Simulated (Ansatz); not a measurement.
Calculation for Pb (simple hexagonal type): DFT, PBE, PAW with Ansatz's default frozen-core files, scalar-relativistic (Ansatz 0.2.0). This run: cell relaxed at zero pressure.

The start is a guessed cell of a prototype that needn't be stable.

Command: `ansatz run input.yaml --threads 1 --pin off --max-ram 2048MiB --backend cpu --events-out ev --progress --plain --runs-dir out` It took 10 s on 1 thread of Arm Neoverse V1, on a shared host, peak memory 0.34 GiB.

```yaml
crystal:
  lattice:
    - [3.4417978971, 0.0, 0.0]
    - [-1.7208989486, 2.9806844136, 0.0]
    - [0.0, 0.0, 3.2352900233]
  atoms:
    - { symbol: Pb, position: [0.0, 0.0, 0.0] }
kpoints:
  mp_grid: { grid: [13, 13, 12] }
scf:
  occupations: { method: fermi_dirac, width: 0.1 }
hamiltonian:
  xc: pbe
  pseudopotentials: { kind: paw }
output:
  forces: true
  stress: true
relax:
  f_tol: 0.005
  max_steps: 40
  cell: {}
```

Output:

```
Engine: ansatz 0.2.0
Pseudopotentials: kind: paw
Pseudopotential: Pb, paw, valence charge 14, recommended cutoff 420 eV (normal), Pb.paw.azcp
Functional definition: PBE
  parameter kappa = 0.804
  parameter beta = 0.06672455060314922
  exchange = pbe_x(kappa = kappa, mu = beta*pi^2/3)
  correlation = pbe_c(beta = beta)
Crystal: 1 atoms, lattice volume = 33.191 Å³
Basis set: ecut = 420 eV, 647 PW (Γ), exchange–correlation on 48×48×48 points (8 copies of the dense FFT grid, shifted against one another)
Bands: 11, of which v1, the nominal top of the filled ones, is band 7 counted from 1 (6 counted from 0)
Symmetry: 24 space group operations
Space group: P6/mmm (ITA 191), of the structure as read, at distance tolerance 3.2e-5 Å
k-points: 147 of 2028
Non-local potential: Pb, projectors of the file, l = 0: 2, l = 1: 2, l = 2: 2, l = 3: 2
PAW form: soft (Blöchl's): semilocal exchange-correlation on the pseudo side does not see the compensation charge
PAW one-centre angular grid: Pb, 590 points (default); XC on 64 Gauss nodes
Initial density: superposition of atomic densities (neutral atoms: chi_scale 0, normalization atom), corrected by the library's trained network
Initial wavefunctions: pseudopotential atomic-orbital guess
Functional: x = pbe(κ = 0.804, μ = 0.2195149727645171), c = pbe(β = 0.06672455060314922)
SCF iter   1: F=—  HF=-11906.319059 eV  |F-HF|=—  |Δ(HF+E_count)|=         —  Δρ=5.00e-4  dr2=8.86e-5  ethr=1.77e-3  ⟨swp⟩=5.6  Hψ=10499  notcnv=0
preconditioner: auto → none  [metal: Δε(μ)=0.045 eV  Ē_g=19.585 eV  σ=0.100 eV  W_gap=0.11  n_scr=8 (ndim 8)  ℏωp=24.1 eV  f_vac=0.000  D(μ)=0.58/eV (n_scr^D=0)  sad-step TF]
SCF iter   2: F=—  HF=-11906.318532 eV  |F-HF|=—  |Δ(HF+E_count)|=   5.27e-4  Δρ=3.48e-4  dr2=4.56e-5  ethr=6.33e-7  ⟨swp⟩=2.0  Hψ=3700  notcnv=0
SCF iter   3: F=—  HF=-11906.318543 eV  |F-HF|=—  |Δ(HF+E_count)|=   1.09e-5  Δρ=1.88e-4  dr2=1.07e-5  ethr=3.26e-7  ⟨swp⟩=2.0  Hψ=2633  notcnv=0
SCF iter   4: F=—  HF=-11906.318541 eV  |F-HF|=—  |Δ(HF+E_count)|=   1.85e-6  Δρ=9.31e-5  dr2=2.18e-6  ethr=7.68e-8  ⟨swp⟩=2.4  Hψ=2654  notcnv=0
iter 5 did not close the SCF: its close was put off for the readings that it lacked (scf_convergence_deferred on its scf_iter line)
SCF iter   5: F=-11906.318540 eV  HF=-11906.318540 eV  |F-HF|=3.55e-8  |Δ(HF+E_count)|=   1.03e-6  Δρ=1.69e-5  dr2=5.08e-8  ethr=1.55e-8  ⟨swp⟩=2.0  Hψ=2501  notcnv=0
SCF iter   6: F=-11906.318540 eV  HF=-11906.318540 eV  |F-HF|=6.84e-10  |Δ(HF+E_count)|=   9.52e-9  Δρ=1.72e-6  dr2=5.93e-10  ethr=3.63e-10  ⟨swp⟩=2.2  Hψ=5922  notcnv=0
SCF 1 converged in 6 iterations: F = -11906.318540 eV  dr2 = 5.93e-10
  greatest PAW one-centre occupation: 0.978 electrons in one spin orbital (limit 2), on the Pb atom at site 0 (counted from 0), in its partial waves of l = 2
relax step   1: F+E_penalty+E_count = -11906.31853990 eV  Δ(F+E_penalty+E_count) = +0.000e0 eV  max|allowed force component| = 0.000e0 eV/Å  Δτ_max = 0.0000 Å  P = -0.097 GPa  Ω = 33.191 Å³  (6 SCF iters, dr2 threshold 1.00e-7 eV, accepted)
Crystal: 1 atoms, lattice volume = 33.141 Å³
Initial density: handed on by an earlier stage of this run
Initial wavefunctions: those handed on with the density
iter 1 solved again at ethr=2.46e-7 eV; its pass at ethr=3.10e-3 eV (dr2=3.45e-5 eV) is discarded
SCF iter   1: F=—  HF=-11906.320032 eV  |F-HF|=—  |Δ(HF+E_count)|=         —  Δρ=2.29e-4  dr2=2.77e-5  ethr=2.46e-7  ⟨swp⟩=2.5  Hψ=15212  notcnv=0
preconditioner: auto → none  [metal: Δε(μ)=0.087 eV  Ē_g=19.588 eV  σ=0.100 eV  W_gap=0.21  n_scr=8 (ndim 8)  ℏωp=24.1 eV  f_vac=0.000  D(μ)=0.57/eV (n_scr^D=0)]
SCF iter   2: F=—  HF=-11906.320027 eV  |F-HF|=—  |Δ(HF+E_count)|=   5.59e-6  Δρ=8.83e-5  dr2=2.95e-6  ethr=1.98e-7  ⟨swp⟩=1.1  Hψ=1644  notcnv=0
SCF iter   3: F=-11906.320027 eV  HF=-11906.320027 eV  |F-HF|=4.90e-8  |Δ(HF+E_count)|=   1.52e-7  Δρ=1.81e-5  dr2=5.35e-8  ethr=7.14e-10  ⟨swp⟩=3.1  Hψ=6338  notcnv=0
SCF 2 converged in 3 iterations: F = -11906.320027 eV  dr2 = 5.35e-8
relax step   2: F+E_penalty+E_count = -11906.32002707 eV  Δ(F+E_penalty+E_count) = -1.487e-3 eV  max|allowed force component| = 0.000e0 eV/Å  Δτ_max = 0.0000 Å  P = -0.037 GPa  Ω = 33.141 Å³  energy of the carried Pulay correction = +7.074e-6 eV  (3 SCF iters, dr2 threshold 1.00e-7 eV, accepted)
Crystal: 1 atoms, lattice volume = 33.104 Å³
Basis set: ecut = 420 eV, 659 PW (Γ), exchange–correlation on 48×48×48 points (8 copies of the dense FFT grid, shifted against one another)
iter 1 solved again at ethr=1.72e-7 eV; its pass at ethr=3.10e-3 eV (dr2=2.41e-5 eV) is discarded
SCF iter   1: F=—  HF=-11906.320228 eV  |F-HF|=—  |Δ(HF+E_count)|=         —  Δρ=1.43e-4  dr2=1.03e-5  ethr=1.72e-7  ⟨swp⟩=3.3  Hψ=15020  notcnv=0
preconditioner: auto → none  [metal: Δε(μ)=0.015 eV  Ē_g=19.594 eV  σ=0.100 eV  W_gap=0.04  n_scr=8 (ndim 8)  ℏωp=24.1 eV  f_vac=0.000  D(μ)=0.56/eV (n_scr^D=0)]
SCF iter   2: F=—  HF=-11906.320227 eV  |F-HF|=—  |Δ(HF+E_count)|=   1.24e-6  Δρ=5.63e-5  dr2=1.10e-6  ethr=7.36e-8  ⟨swp⟩=1.2  Hψ=1676  notcnv=0
SCF iter   3: F=-11906.320227 eV  HF=-11906.320227 eV  |F-HF|=2.31e-8  |Δ(HF+E_count)|=   1.24e-7  Δρ=1.17e-5  dr2=2.14e-8  ethr=7.14e-10  ⟨swp⟩=3.0  Hψ=6336  notcnv=0
SCF 3 converged in 3 iterations: F = -11906.320227 eV  dr2 = 2.14e-8
relax step   3: F+E_penalty+E_count = -11906.32022704 eV  Δ(F+E_penalty+E_count) = -2.000e-4 eV  max|allowed force component| = 0.000e0 eV/Å  Δτ_max = 0.0000 Å  P = +0.019 GPa  Ω = 33.104 Å³  energy of the carried Pulay correction = +1.217e-5 eV  (3 SCF iters, dr2 threshold 1.00e-7 eV, accepted)
Initial wavefunctions: pseudopotential atomic-orbital guess (no wavefunctions were taken with the density)
iter 1 solved again at ethr=3.76e-8 eV; its pass at ethr=3.10e-3 eV (dr2=5.26e-6 eV) is discarded
SCF iter   1: F=—  HF=-11906.320216 eV  |F-HF|=—  |Δ(HF+E_count)|=         —  Δρ=2.09e-5  dr2=3.26e-8  ethr=3.76e-8  ⟨swp⟩=3.1  Hψ=15280  notcnv=0
SCF iter   2: F=—  HF=-11906.320218 eV  |F-HF|=—  |Δ(HF+E_count)|=   1.27e-6  Δρ=1.04e-5  dr2=8.32e-9  ethr=2.33e-10  ⟨swp⟩=1.9  Hψ=1834  notcnv=0
SCF iter   3: F=—  HF=-11906.320218 eV  |F-HF|=—  |Δ(HF+E_count)|=   1.60e-7  Δρ=6.80e-7  dr2=1.39e-10  ethr=5.95e-11  ⟨swp⟩=2.1  Hψ=1936  notcnv=0
SCF iter   4: F=-11906.320218 eV  HF=-11906.320218 eV  |F-HF|=1.27e-11  |Δ(HF+E_count)|=  5.46e-12  Δρ=1.38e-7  dr2=3.52e-12  ethr=1.00e-12  ⟨swp⟩=5.8  Hψ=6580  notcnv=0
SCF 4 converged in 4 iterations: F = -11906.320218 eV  dr2 = 3.52e-12
relax step   4: F+E_penalty+E_count = -11906.32021777 eV  Δ(F+E_penalty+E_count) = +9.269e-6 eV  max|allowed force component| = 0.000e0 eV/Å  Δτ_max = 0.0000 Å  P = +0.018 GPa  Ω = 33.104 Å³  stress off target by 2.93e-2 GPa  SCF on the basis re-selected at this cell (its energy is not comparable with the rows above)  (4 SCF iters)
basis re-selected at this cell: Δ(F+E_penalty+E_count) = +9.269e-6 eV, ΔP = -0.000 GPa vs the last step (what re-selecting the basis moved, of the pressure what is left beyond the Pulay correction that the steps carried, after the strain that the cell walked since its last selection, with what the two solves' SCF thresholds leave and, on support functions, any second-order correction that the steps lacked; it is no measure of the basis error at this ecutwfc). This SCF's stress stands 2.93e-2 GPa from its target on what of the cell is left free (relax.cell.stress_tol is 5.00e-2 GPa) and its largest allowed force component is 0.00e0 eV/Å (relax.f_tol is 5.00e-3 eV/Å): within both
SCF converged after 4 iterations
Free energy (F): -11906.320218 eV
Harris-Foulkes:  -11906.320218 eV  (|F-HF|=1.27e-11)
Internal energy: -11906.301507 eV  (E = F + TS)
E sigma→0 (E₀):  -11906.310863 eV
Entropy (-TS):   -0.018710 eV (-18.710 meV/atom)
Fermi energy:    9.499255 eV
--- Per-component energies (eV) ---
  E_band       = -54.405678
  E_kinetic    = 288.770415
  E_local      = -1097.587112  (includes V_loc(G=0)·N_el)
  E_nonlocal   = 349.626364
  E_hartree    = 436.293905
  E_xc         = -220.243248
  E_vxc        = -131.848263  (∫ρ·V_xc dr)
  E_paw        = -10406.288608  (= ΣΔE_a)
  E_vpaw       = -335.954982  (= ΣTr[D̂ρ^β])
  E_aug_tail   = 0.000046  (compensation charges beyond the density's cutoff)
  E_ewald      = -1256.873269
  E_smearing   = -0.018710  (= −TS)
  E_closure    = 0.000000  (closes the sum)
  Σ components = -11906.320218   (vs F -11906.320218, Δ=0.00e0)
--- Forces (eV/Å), atoms counted from 1 ---
  atom   1  Pb     0.00000000     0.00000000     0.00000000
  max |Σ_I F_I| component: 3.29e-32 eV/Å
--- Stress (GPa, compression-positive) ---
        0.029273       0.000000       0.000000
        0.000000       0.029273       0.000000
        0.000000       0.000000      -0.003362
  P = ⅓ Tr σ = 0.0184 GPa (0.184 kbar)
--- Relaxed structure (3 steps of the walk, 3 accepted, 1 SCFs on fresh bases) ---
  F+E_penalty+E_count = -11906.32021777 eV   max|allowed force component| = 0.000e0 eV/Å   (the final SCF, on the basis selected at the relaxed cell)
  cell:  # Å, volume = 33.1040 Å³
    - [3.418228417320537, 2.866982852202173e-11, 0.0]
    - [-1.7091142086850972, 2.9602726453231254, 0.0]
    - [0.0, 0.0, 3.2715104495968887]
  atoms:
    - { symbol: Pb, position: [0.0, 0.0, 0.0] }
```

Next run (the series' base cell), as changes to the input before:

```diff
   lattice:
-    - [3.4417978971, 0.0, 0.0]
-    - [-1.7208989486, 2.9806844136, 0.0]
-    - [0.0, 0.0, 3.2352900233]
+    - [3.4182284173, 0.0, 0.0]
+    - [-1.7091142087, 2.9602726453, 0.0]
+    - [0.0, 0.0, 3.2715104496]
   atoms:
   mp_grid: { grid: [13, 13, 12] }
+  band_path:
+    path:
+      - [0.0, 0.0, 0.0]
+      - [0.5, 0.0, 0.0]
+      - [0.3333333333, 0.3333333333, 0.0]
+      - [0.0, 0.0, 0.0]
+      - [0.0, 0.0, 0.5]
+      - [0.5, 0.0, 0.5]
+      - [0.3333333333, 0.3333333333, 0.5]
+      - [0.0, 0.0, 0.5]
+      - [0.5, 0.0, 0.5]
+    npoints: 8
 scf:
   stress: true
-relax:
-  f_tol: 0.005
-  max_steps: 40
-  cell: {}
+  eigenvalues: true
+  populations: true
+  dos: { projected: true, de: 0.2, e_range: [-14, 8] }
```

Results part of the output:

```
SCF 1 converged in 6 iterations: F = -11906.320218 eV  dr2 = 9.39e-11
  greatest PAW one-centre occupation: 0.978 electrons in one spin orbital (limit 2), on the Pb atom at site 0 (counted from 0), in its partial waves of l = 2
NSCF: frozen V_eff on 65 k-points
SCF converged after 6 iterations
Free energy (F): -11906.320218 eV
Harris-Foulkes:  -11906.320218 eV  (|F-HF|=9.64e-11)
Internal energy: -11906.301507 eV  (E = F + TS)
E sigma→0 (E₀):  -11906.310863 eV
Entropy (-TS):   -0.018710 eV (-18.710 meV/atom)
Fermi energy:    9.499255 eV
--- Per-component energies (eV) ---
  E_band       = -54.405797
  E_kinetic    = 288.770390
  E_local      = -1097.587351  (includes V_loc(G=0)·N_el)
  E_nonlocal   = 349.626526
  E_hartree    = 436.294093
  E_xc         = -220.243237
  E_vxc        = -131.848246  (∫ρ·V_xc dr)
  E_paw        = -10406.288704  (= ΣΔE_a)
  E_vpaw       = -335.955104  (= ΣTr[D̂ρ^β])
  E_aug_tail   = 0.000046  (compensation charges beyond the density's cutoff)
  E_ewald      = -1256.873269
  E_smearing   = -0.018710  (= −TS)
  E_closure    = 0.000000  (closes the sum)
  Σ components = -11906.320218   (vs F -11906.320218, Δ=0.00e0)
--- Forces (eV/Å), atoms counted from 1 ---
  atom   1  Pb    -0.00000000     0.00000000     0.00000000
  max |Σ_I F_I| component: 6.57e-32 eV/Å
--- Stress (GPa, compression-positive) ---
        0.029289      -0.000000      -0.000000
       -0.000000       0.029289       0.000000
       -0.000000       0.000000      -0.003353
  P = ⅓ Tr σ = 0.0184 GPa (0.184 kbar)
--- Band table (eV; the first three rows and the last of 147) ---
  k-point 0: bands = ["-7.6478", "-7.4089", "-7.4089", "-7.1379", "-7.1379", "-1.6791", "14.0697", "16.0283", "16.0283", "17.6543", "19.6575"]
  k-point 1: bands = ["-7.6217", "-7.4075", "-7.4075", "-7.1471", "-7.1471", "-1.5856", "12.8752", "16.1448", "16.1448", "18.9230", "19.7371"]
  k-point 2: bands = ["-7.5508", "-7.4040", "-7.4040", "-7.1722", "-7.1722", "-1.3070", "10.9034", "16.4806", "16.4806", "19.9711", "20.0016"]
  k-point 146: bands = ["-7.4153", "-7.3868", "-7.2971", "-7.2323", "-7.0088", "4.0761", "8.9364", "9.1970", "10.1606", "14.2341", "14.8584"]
--- Löwdin populations: 1 site ---
  site symbol       q [e]
     0     Pb     13.9690
  spilling = 0.002218 (of n_electrons = 14.000000)
```

Next run (shape and atoms relaxed at 0.9 of the base cell's volume), as changes to the input before:

```diff
   lattice:
-    - [3.4182284173, 0.0, 0.0]
-    - [-1.7091142087, 2.9602726453, 0.0]
-    - [0.0, 0.0, 3.2715104496]
+    - [3.3002632511, 0.0, 0.0]
+    - [-1.6501316256, 2.8581118146, 0.0]
+    - [0.0, 0.0, 3.1586086107]
   atoms:
   mp_grid: { grid: [13, 13, 12] }
-  band_path:
-    path:
-      - [0.0, 0.0, 0.0]
-      - [0.5, 0.0, 0.0]
-      - [0.3333333333, 0.3333333333, 0.0]
-      - [0.0, 0.0, 0.0]
-      - [0.0, 0.0, 0.5]
-      - [0.5, 0.0, 0.5]
-      - [0.3333333333, 0.3333333333, 0.5]
-      - [0.0, 0.0, 0.5]
-      - [0.5, 0.0, 0.5]
-    npoints: 8
 scf:
   stress: true
-  eigenvalues: true
-  populations: true
-  dos: { projected: true, de: 0.2, e_range: [-14, 8] }
+  write_density: true
+  write_potential: true
+  elf: true
+  volumetric_format: npy
+relax:
+  f_tol: 0.005
+  max_steps: 30
+  cell: { stress_tol: 0.05, fix: [volume] }
```

Results part of the output:

```
basis re-selected at this cell: Δ(F+E_penalty+E_count) = -6.996e-7 eV, ΔP = -0.000 GPa vs the last step (what re-selecting the basis moved, of the pressure what is left beyond the Pulay correction that the steps carried, after the strain that the cell walked since its last selection, with what the two solves' SCF thresholds leave and, on support functions, any second-order correction that the steps lacked; it is no measure of the basis error at this ecutwfc). This SCF's stress stands 3.57e-4 GPa from its target on what of the cell is left free (relax.cell.stress_tol is 5.00e-2 GPa) and its largest allowed force component is 0.00e0 eV/Å (relax.f_tol is 5.00e-3 eV/Å): within both
SCF converged after 4 iterations
Free energy (F): -11906.272662 eV
Harris-Foulkes:  -11906.272662 eV  (|F-HF|=8.19e-11)
Internal energy: -11906.257103 eV  (E = F + TS)
E sigma→0 (E₀):  -11906.264882 eV
Entropy (-TS):   -0.015559 eV (-15.559 meV/atom)
Fermi energy:    11.035857 eV
--- Per-component energies (eV) ---
  E_band       = -34.598348
  E_kinetic    = 290.402748
  E_local      = -1028.437340  (includes V_loc(G=0)·N_el)
  E_nonlocal   = 349.717946
  E_hartree    = 411.507037
  E_xc         = -220.886244
  E_vxc        = -132.748610  (∫ρ·V_xc dr)
  E_paw        = -10406.645609  (= ΣΔE_a)
  E_vpaw       = -336.547272  (= ΣTr[D̂ρ^β])
  E_aug_tail   = 0.000052  (compensation charges beyond the density's cutoff)
  E_ewald      = -1301.915693
  E_smearing   = -0.015559  (= −TS)
  E_closure    = 0.000000  (closes the sum)
  Σ components = -11906.272662   (vs F -11906.272662, Δ=0.00e0)
--- Forces (eV/Å), atoms counted from 1 ---
  atom   1  Pb     0.00000000     0.00000000     0.00000000
  max |Σ_I F_I| component: 3.29e-32 eV/Å
--- Stress (GPa, compression-positive) ---
        5.086363       0.000000      -0.000000
        0.000000       5.086363       0.000000
       -0.000000       0.000000       5.086898
  P = ⅓ Tr σ = 5.0865 GPa (50.865 kbar)
--- Band table (eV; the first three rows and the last of 147) ---
  k-point 0: bands = ["-6.3174", "-5.9841", "-5.9841", "-5.6203", "-5.6203", "-0.8547", "16.0253", "18.1808", "18.1808", "19.9299", "21.2349"]
  k-point 1: bands = ["-6.2827", "-5.9822", "-5.9822", "-5.6333", "-5.6333", "-0.7484", "14.7322", "18.3203", "18.3203", "21.3206", "21.3468"]
  k-point 2: bands = ["-6.1889", "-5.9770", "-5.9770", "-5.6688", "-5.6688", "-0.4288", "12.5847", "18.7240", "18.7240", "21.5723", "22.5367"]
  k-point 146: bands = ["-6.0104", "-5.9701", "-5.8413", "-5.7539", "-5.4504", "6.0060", "10.3050", "10.6641", "11.7203", "15.7815", "16.4112"]
--- Relaxed structure (3 steps of the walk, 3 accepted, 1 SCFs on fresh bases) ---
  F+E_penalty+E_count = -11906.27266179 eV   max|allowed force component| = 0.000e0 eV/Å   (the final SCF, on the basis selected at the relaxed cell)
  cell:  # Å, volume = 29.7936 Å³
    - [3.305575746176359, 2.891393463715563e-11, 2.2553150416020267e-33]
    - [-1.65278787311322, 2.8627125703079717, -1.2460308613978282e-33]
    - [2.1585119029249326e-33, -1.3081890320757167e-34, 3.14846416983752]
  atoms:
    - { symbol: Pb, position: [0.0, 0.0, 0.0] }
```

Next run (volume at 0.9 of the series' base cell), as changes to the input before:

```diff
   lattice:
-    - [3.3002632511, 0.0, 0.0]
-    - [-1.6501316256, 2.8581118146, 0.0]
-    - [0.0, 0.0, 3.1586086107]
+    - [3.3055757462, 0.0, 0.0]
+    - [-1.6527878731, 2.8627125703, 0.0]
+    - [0.0, 0.0, 3.1484641698]
   atoms:
   stress: true
-  write_density: true
-  write_potential: true
-  elf: true
-  volumetric_format: npy
-relax:
-  f_tol: 0.005
-  max_steps: 30
-  cell: { stress_tol: 0.05, fix: [volume] }
+  eigenvalues: true
+  populations: true
```

Command: `ansatz run input.yaml --threads 1 --pin off --max-ram 2048MiB --backend cpu --events-out ev --progress --plain --runs-dir out` It took 3.9 s on 1 thread of Arm Neoverse V1 (shared host), peak memory 0.32 GiB.

Results part of the output:

```
SCF 1 converged in 6 iterations: F = -11906.272662 eV  dr2 = 3.96e-10
  greatest PAW one-centre occupation: 0.978 electrons in one spin orbital (limit 2), on the Pb atom at site 0 (counted from 0), in its partial waves of l = 2
SCF converged after 6 iterations
Free energy (F): -11906.272662 eV
Harris-Foulkes:  -11906.272662 eV  (|F-HF|=3.40e-10)
Internal energy: -11906.257103 eV  (E = F + TS)
E sigma→0 (E₀):  -11906.264882 eV
Entropy (-TS):   -0.015559 eV (-15.559 meV/atom)
Fermi energy:    11.035857 eV
--- Per-component energies (eV) ---
  E_band       = -34.598584
  E_kinetic    = 290.402707
  E_local      = -1028.437770  (includes V_loc(G=0)·N_el)
  E_nonlocal   = 349.718239
  E_hartree    = 411.507375
  E_xc         = -220.886221
  E_vxc        = -132.748574  (∫ρ·V_xc dr)
  E_paw        = -10406.645792  (= ΣΔE_a)
  E_vpaw       = -336.547435  (= ΣTr[D̂ρ^β])
  E_aug_tail   = 0.000052  (compensation charges beyond the density's cutoff)
  E_ewald      = -1301.915693
  E_smearing   = -0.015559  (= −TS)
  E_closure    = 0.000000  (closes the sum)
  Σ components = -11906.272662   (vs F -11906.272662, Δ=0.00e0)
--- Forces (eV/Å), atoms counted from 1 ---
  atom   1  Pb     0.00000000     0.00000000     0.00000000
  max |Σ_I F_I| component: 6.57e-32 eV/Å
--- Stress (GPa, compression-positive) ---
        5.086379      -0.000000       0.000000
        0.000000       5.086379       0.000000
        0.000000       0.000000       5.086902
  P = ⅓ Tr σ = 5.0866 GPa (50.866 kbar)
--- Band table (eV; the first three rows and the last of 147) ---
  k-point 0: bands = ["-6.3175", "-5.9842", "-5.9842", "-5.6203", "-5.6203", "-0.8547", "16.0253", "18.1808", "18.1808", "19.9299", "21.2349"]
  k-point 1: bands = ["-6.2827", "-5.9823", "-5.9823", "-5.6333", "-5.6333", "-0.7484", "14.7322", "18.3203", "18.3203", "21.3206", "21.3468"]
  k-point 2: bands = ["-6.1889", "-5.9771", "-5.9771", "-5.6688", "-5.6688", "-0.4288", "12.5847", "18.7240", "18.7240", "21.5723", "22.5367"]
  k-point 146: bands = ["-6.0104", "-5.9701", "-5.8413", "-5.7539", "-5.4504", "6.0060", "10.3050", "10.6641", "11.7203", "15.7815", "16.4112"]
--- Löwdin populations: 1 site ---
  site symbol       q [e]
     0     Pb     13.9623
  spilling = 0.002690 (of n_electrons = 14.000000)
```

Spin–orbit coupling is left out, which matters for the heavy atoms.
